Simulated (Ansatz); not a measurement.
## Structure search for Ti5C

Computed with Ansatz 0.2.0, DFT PBE, scalar-relativistic, plane waves, PAW. All cells share a 420 eV cutoff and Γ-centred k meshes spaced at most about 0.3 Å⁻¹ (about 0.25 or finer for metals, 2π included). Spin is collinear in cells that carry moments; the others ran without spin or lost their moments.

Energies over the elements count from the elements' standard structures at the same level, with no fitted energy shifts.

These are static total energies at zero pressure. Only the structures computed here compete, so a lower one can exist. The reference form of C is held partly by dispersion forces, which this level lacks. Another magnetic order may lie lower.

Invented guesses were relaxed alike, and ends that match in structure, energy and magnetic state were merged. ΔE counts from the first row. Coordination counts Ti atoms around C (those within 1.25 times the shortest such distance or 1.15 times the sum of covalent radii, 1.27 where that leaves under three; a plus sign parts nearer from farther groups; the shortest distance is added where it exceeds 1.18 times the sum of covalent radii). The ends were matched against large subsets of the Crystallography Open Database and the Materials Project, so a missing match doesn't prove that a structure is unreported.

```tsv
#	reached from	type and space group	atoms	Å³/atom	coordination	ΔE (meV/atom)	gap on mesh (eV)	moments	in databases
1	Mg5Sn type (P-62m)	P-62m (No. 189)	6	15.0	C 6	0	0.00	none	no match
2	random cell	P6/mmm (No. 191)	6	14.5	C 2+12	287	0.00	none	no match
3	random cell	P6/mmm (No. 191)	6	24.4	C 2+6	653	0.00	none	no match
4	random cell	P6/mmm (No. 191)	6	18.3	C 6	673	0.00	parallel, 0.7 μB	no match
5	HfNi5 type (F-43m)	F-43m (No. 216)	6	16.0	C 16 from 3.0 Å	807	0.00	none	no match
```

The lowest: Space group P-62m (No. 189), hexagonal, a = 5.423 Å, c = 3.534 Å. Ti on a site of symmetry m2m is surrounded by 2 C at 2.32 Å, 6 Ti at 2.60–2.65 Å and 6 Ti at 3.43–3.53 Å; Ti on a site of symmetry -6 is surrounded by 6 Ti at 2.65 Å, 3 Ti at 3.13 Å and 3 C at 3.13 Å; C is surrounded by 6 Ti at 2.32 Å. Its energy over the elements is +0.31 eV/atom. It can't be a ground state, since the elements alone are lower. An observed structure of this formula, if there is one, may be missing.

```cif
data_structure
_symmetry_space_group_name_H-M 'P 1'
_symmetry_Int_Tables_number 1
_cell_length_a 5.4229
_cell_length_b 5.4229
_cell_length_c 3.5343
_cell_angle_alpha 90.000
_cell_angle_beta 90.000
_cell_angle_gamma 120.000
_cell_volume 90.01
loop_
_atom_site_label
_atom_site_type_symbol
_atom_site_fract_x
_atom_site_fract_y
_atom_site_fract_z
_atom_site_occupancy
Ti1 Ti 0.00000 0.27670 0.00000 1
Ti2 Ti 0.72330 0.72330 0.00000 1
Ti3 Ti 0.27670 0.00000 0.00000 1
Ti4 Ti 0.66667 0.33333 0.50000 1
Ti5 Ti 0.33333 0.66667 0.50000 1
C1 C 0.00000 0.00000 0.50000 1
```

The second: Space group P6/mmm (No. 191), hexagonal, a = 4.517 Å, c = 4.924 Å. Around Ti on a site of symmetry 3m lie 5 Ti at 2.46–2.61 Å, 3 Ti at 2.88 Å and 3 C at 2.88 Å; around Ti on a site of symmetry 6/mmm lie 2 C at 2.46 Å and 12 Ti at 2.88 Å; C is surrounded by 2 Ti at 2.46 Å and 12 Ti at 2.88 Å. Counting Ti atoms around C, the first has C 6 and the second has C 2+12. Cells relaxed within their symmetry can be saddle points. Some types were kept out of the candidates beforehand, so the set may lack a known form.
